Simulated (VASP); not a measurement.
Wanted: the native input for a VASP 6.6.1 run.

* Task: single point
* Functional: PBE
* Potentials or basis: VASP PAW PBE potentials, release 64 (Ca_sv, F)
* Cutoff: 520 eV
* k mesh: 8 × 8 × 8
* Occupations: gaussian, width 0.02 eV
* Spin: no spin polarisation
* Dipole correction: no
* Further INCAR settings: ALGO = Normal; EDIFF = 1e-06; NBANDS = 19

The structure of CaF2 lies in POSCAR:

```
CaF2
1.0
    0.0000000000      2.7552183349      2.7552183349
    2.7552183349      0.0000000000      2.7552183349
    2.7552183349      2.7552183349      0.0000000000
Ca F
1 2
Direct
    0.0000000000      0.0000000000      0.0000000000
    0.2500000000      0.2500000000      0.2500000000
    0.7500000000      0.7500000000      0.7500000000
```

One way to write it, as run:

INCAR

```
SYSTEM = CaF2
ALGO = Normal
EDIFF = 1E-6
ENCUT = 520
GGA = PE
ISIF = 2
ISMEAR = 0
LASPH = .True.
LCHARG = .False.
LREAL = .False.
LWAVE = .False.
NBANDS = 19
NELM = 100
PREC = Accurate
SIGMA = 0.02
```

KPOINTS

```
k-points
0
Gamma
  8 8 8
  0 0 0
```

Potentials or basis: VASP PAW PBE potentials, release 64 (Ca_sv, F).

Run with:

```bash
$ cat potpaw_PBE.64/Ca_sv/POTCAR potpaw_PBE.64/F/POTCAR > POTCAR
$ mpirun -np 1 vasp_std > vasp.out
```

It gave:

```json
{"Pressure": "0.3 GPa", "Band gap on the k mesh": "7.12 eV, indirect (least direct gap 7.37 eV)"}
```

It took 20 s on 1 thread of Intel(R) Xeon(R) Platinum 8488C (Sapphire Rapids), with other jobs on the host, peak memory 0.17 GiB.
